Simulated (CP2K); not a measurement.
## Mg in CP2K: the effect of functional

Crystal: Mg.

```
CELL_PARAMETERS angstrom
3.09227 0.00000 0.00000
-1.26811 2.82029 0.00000
-0.91208 -1.41014 2.59648
ATOMIC_POSITIONS crystal
Mg 0.00000 0.00000 0.00000
```

This isn't the form of Mg at room conditions, which is hcp.

Alike in all runs:

| Item | Value |
| --- | --- |
| Program | CP2K 2026.2 |
| Task | atomic charges |
| Potentials or basis | POTENTIAL_UZH Mg GTH-PBE-q10; TZVP-MOLOPT-PBE-GTH basis |
| Density cutoff | 19048 eV |
| k mesh | 11 × 11 × 11 |
| Occupations | fermi-dirac, width 0.05 eV |
| Spin | no spin polarisation |

| functional | pressure (GPa) |
| --- | --- |
| PBE | 1.7 |
| LDA | ? |
| PBEsol | 1.0 |
| HLE16 | -6.3 |
| BLYP | 2.5 |
| vdW-DF-cx | 1.8 |
| r2SCAN | 1.4 |

Task: What does the run with functional LDA give?

Result: Pressure -0.4 GPa.

Caveats: the basis of atomic orbitals isn't converged, which shifts pressures, moduli and gaps; the potentials were made for another functional, which shifts forces and pressure (some runs); the potentials were made for a functional far from this one (some runs).
